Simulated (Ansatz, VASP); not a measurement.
# One calculation of Ca, two programs

```xyz
4
Lattice="3.9754 0.0000 0.0000 -1.9877 3.4428 0.0000 0.0000 0.0000 13.0257" Properties=species:S:1:pos:R:3 pbc="T T T"
Ca    0.0000    0.0000    0.0000
Ca    0.0000    0.0000    6.5128
Ca    0.0000    2.2952    3.2564
Ca    1.9877    1.1476    9.7692
```

Alike in both runs: task single point; functional RPBE; k mesh 10 × 10 × 3; occupations fermi-dirac, width 0.1 eV; no spin polarisation.

```csv
,VASP,Ansatz
version,VASP 6.6.1,Ansatz 0.2.0
potentials or method,"VASP PAW PBE potentials, release 64 (Ca_sv)","plane waves (420 eV) with PAW, scalar-relativistic"
plane-wave cutoff (eV),520,420
valence electrons in the cell,40,40
```

```tsv
	VASP	Ansatz	Ansatz less VASP
pressure (GPa)	0.0	0.0	-0.01
```

Caveats: the PAW data sets were made with another functional, which shifts forces and pressure a little (VASP).
